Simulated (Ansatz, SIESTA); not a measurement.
**MgSi: programs and potentials compared**

```
Si Mg
1.0
     1.50251   -5.42602    0.00000
     1.50251    5.42602    0.00000
     0.00000    0.00000    4.34018
Si Mg
2 2
Direct
  0.57064 0.42936 0.75000
  0.42936 0.57064 0.25000
  0.16838 0.83162 0.25000
  0.83162 0.16838 0.75000
```

The cell comes from a database or a generator and needn't be the stable form of this composition.

Alike in all runs: task band structure; functional LDA; k mesh 9 × 9 × 6; occupations fermi-dirac, width 0.05 eV; no spin polarisation; no spin-orbit coupling. LDA stands for any of its common fits. Pressure is positive in compression and, in plane waves, holds the error of the finite cutoff, which Ansatz's Pulay term estimates and takes out.

```csv
program and potentials,plane-wave cutoff (eV),notes,pressure (GPa),largest force (eV/Å)
"Ansatz, Ansatz PAW",420,"potentials made for PBE, which Ansatz adapts in part; Pulay term of +0.02 GPa included",-3.08,0.162
"SIESTA, files PseudoDojo sr-lda-0.4.1-standard, DZP (energy shift 0.003 Ry; two zetas on semicore shells)",-,atomic basis,-1.33,0.161
"Ansatz, all-electron LAPW, scalar-relativistic",-,-,?,?
```

**Question.** Estimate from the other rows what the run with Ansatz, all-electron LAPW, scalar-relativistic gave.

**Answer.** Pressure -3.05 GPa; largest force 0.162 eV/Å. The other rows, which needn't bracket it: pressure -3.08 to -1.33; largest force 0.161 to 0.162.
